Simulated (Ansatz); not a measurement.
# SnO (P4/nmm): the band gap by level of theory

All numbers come from Ansatz. The values are computed, non-magnetic, and not measurements.

The cell is SnO (started from an entry of an open crystallographic database); cell and atoms were relaxed with r2SCAN+rVV10. Space group P4/nmm (No. 129), tetragonal; conventional cell a = 3.793 Å, c = 4.767 Å, 17.14 Å³ an atom. Sn has 4 O at 2.22 Å; O has 4 Sn at 2.22 Å. The runs used a cell of 8 atoms, 2 times the primitive one, so meshes, points and the kind of gap refer to a folded zone.

```
CELL_PARAMETERS angstrom
2.68184 -2.68184 0.00000
2.68184 2.68184 0.00000
0.00000 0.00000 9.53322
ATOMIC_POSITIONS crystal
Sn 0.00002 0.99998 0.99879
Sn 0.99998 0.00002 0.49879
Sn 0.49998 0.50002 0.25821
Sn 0.50002 0.49998 0.75821
O 0.99998 0.50002 0.37850
O 0.00002 0.49998 0.87850
O 0.49998 0.00002 0.37850
O 0.50002 0.99998 0.87850
```

Relaxed lattice by functional, symmetry kept:

| functional | k mesh | a (Å) | c (Å) | volume (Å³/atom) |
| --- | --- | --- | --- | --- |
| PBE-D3(BJ) | 6×6×2 | 3.832 | 4.758 | 17.46 |
| r2SCAN+rVV10 | 6×6×4 | 3.793 | 4.767 | 17.14 |

Gaps on the r2SCAN+rVV10 cell, each the least over its mesh and the special points:
```tsv
level	k mesh	gap (eV)	kind	edges	least direct gap (eV)
PBE	6×6×4	none (overlap 0.07)	–	–	–
PBE+SOC	6×6×4	none (overlap 0.08)	–	–	–
r2SCAN	6×6×4	0.04	indirect	Γ → M	1.77
HSE06	4×4×2	0.26	indirect	Γ → M	2.12
```
All runs use a smearing of 0.02 eV.
Wave cutoffs: 420 eV, 500 eV (r2SCAN).
Points off the special ones are mesh points or PBE's searched band edges, reused at the other levels.

With HSE06 the valence top lies at Γ and the conduction bottom at M, 0.26 eV higher; the smallest vertical gap, at M–Γ (0.70 of the way from M), is 2.12 eV. With PBE+SOC the bands overlap by 0.08 eV (counted from 1, band 80 peaks at M–Γ (0.90 of the way from M) and band 81 bottoms out at M): no gap.

The levels disagree on the kind of gap: indirect with r2SCAN, HSE06; no gap with PBE, PBE+SOC.

Only the levels marked +SOC include spin-orbit coupling.

Gaps or overlaps of about a tenth of an eV are at the limit of these meshes: between the points read a gap can be smaller or closed.

The meshes of the hybrids are coarse, so their gaps aren't converged to the digits shown.
